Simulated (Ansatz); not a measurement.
# Ga, one cell by several methods

```
Ga
1.0
    -1.36093    1.36093    2.27204
     1.36093   -1.36093    2.27204
     1.36093    1.36093   -2.27204
Ga
1
Direct
  0.00000 0.00000 0.00000
```

The conventional cell has a = 2.722 Å, b = 2.722 Å, c = 4.544 Å, α = 90.00°, β = 90.00°, γ = 90.00°. Ga (atom 1) has 12 Ga at 2.72 to 2.98 Å as nearest neighbours.

The cell is the one relaxed in the Materials Project (mp-140), not relaxed further here; entries there can be hypothetical. The listed cell was then made from it by scaling, straining or moving an atom.

Methods: DFT, LDA, PAW with Ansatz's default frozen-core files, scalar-relativistic (Ansatz 0.2.0); DFT, LDA, all-electron PAW with datasets made for the crystal, scalar-relativistic (Ansatz 0.2.0); DFT, LDA, all-electron LAPW, scalar-relativistic (Ansatz 0.2.0).

For PAW: a Γ-centred 18×18×18 k mesh, Fermi–Dirac smearing of 0.05 eV, cutoff 420 eV, no spin polarisation; the PAW files were made with PBE, and the program remakes their frozen cores for this functional. The crystal-made all-electron datasets (AE datasets) take a cutoff of 240 eV at this cell. LAPW targets a basis error of 0.5 meV/atom. The Ansatz runs share mesh, smearing and spin set-up. Plane-wave (PAW) pressures include the program's estimate of the Pulay term.

Stress and pressure are positive in compression.

The change that made this cell: volume scaled by 0.95.

In a metal, gradients converge slowly with the k mesh: the values move by tens of per cent from one mesh to another, at times in sign, so only the comparison on one mesh counts.

```json
{"quantity": "pressure (GPa)", "PAW": "1.28", "AE datasets": "1.34", "LAPW": "1.34"}
{"quantity": "stress xx (GPa)", "PAW": "1.74", "AE datasets": "1.80", "LAPW": "1.80"}
{"quantity": "stress zz (GPa)", "PAW": "0.37", "AE datasets": "0.42", "LAPW": "0.42"}
{"quantity": "field gradient Vzz at Ga (10²¹ V/m²)", "PAW": "3.19", "AE datasets": "3.19", "LAPW": "–"}
```

PAW's pressure differs from the LAPW value by -0.05 GPa.
